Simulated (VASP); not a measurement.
Crystal: ZnS (Wurtzite-6H).

```
Zn S
1.0
     3.81200    0.00000    0.00000
    -1.90600    3.30129    0.00000
     0.00000    0.00000   18.68999
Zn S
6 6
Direct
  0.33333 0.66667 0.83333
  0.66667 0.33333 0.33333
  0.66667 0.33333 0.66667
  0.33333 0.66667 0.16667
  0.00000 0.00000 0.50000
  0.00000 0.00000 0.00000
  0.33333 0.66667 0.95833
  0.66667 0.33333 0.45833
  0.66667 0.33333 0.79167
  0.33333 0.66667 0.29167
  0.00000 0.00000 0.62500
  0.00000 0.00000 0.12500
```

- Program: VASP 6.6.1
- Task: relaxation of cell and atoms
- Functional: PBEsol
- Dispersion: D4
- Potentials or basis: VASP PAW PBE potentials, release 64 (Zn, S)
- Cutoff: 600 eV
- k mesh: 8 × 8 × 2
- Occupations: fermi-dirac, width 0.05 eV
- Spin: no spin polarisation

At the start: pressure -2.6 GPa; volume 19.60 Å³/atom.

Q: How do energy, volume and symmetry change on relaxing?

A: Over 6 steps the energy falls by 5.9 meV/atom and the volume is 18.93 Å³/atom (-3.4 %); space group P6_3mc (No. 186, to 0.05 Å).

Step by step:
```
step  energy change (eV)  largest force (eV/Å)  pressure (GPa)  volume (Å³)
   1              0.0000                0.0260           -2.64       235.20
   2             -0.0632                0.0201            0.99       224.38
   3             -0.0712                0.0218            0.03       226.96
   4             -0.0712                0.0219           -0.03       227.12
   5             -0.0713                0.0133           -0.04       227.12
   6             -0.0713                0.0091           -0.04       227.12
```

Final structure:
```cif
data_structure
_symmetry_space_group_name_H-M 'P 1'
_symmetry_Int_Tables_number 1
_cell_length_a 3.7671
_cell_length_b 3.7671
_cell_length_c 18.4806
_cell_angle_alpha 90.000
_cell_angle_beta 90.000
_cell_angle_gamma 120.000
_cell_volume 227.12
loop_
_atom_site_label
_atom_site_type_symbol
_atom_site_fract_x
_atom_site_fract_y
_atom_site_fract_z
_atom_site_occupancy
Zn1 Zn 0.33333 0.66667 0.83333 1
Zn2 Zn 0.66667 0.33333 0.33333 1
Zn3 Zn 0.66667 0.33333 0.66676 1
Zn4 Zn 0.33333 0.66667 0.16676 1
Zn5 Zn 0.00000 0.00000 0.49999 1
Zn6 Zn 0.00000 0.00000 0.99999 1
S1 S 0.33333 0.66667 0.95819 1
S2 S 0.66667 0.33333 0.45819 1
S3 S 0.66667 0.33333 0.79163 1
S4 S 0.33333 0.66667 0.29163 1
S5 S 0.00000 0.00000 0.62510 1
S6 S 0.00000 0.00000 0.12510 1
```

Caveat: the PAW data sets were made with another functional, which shifts forces and pressure a little.
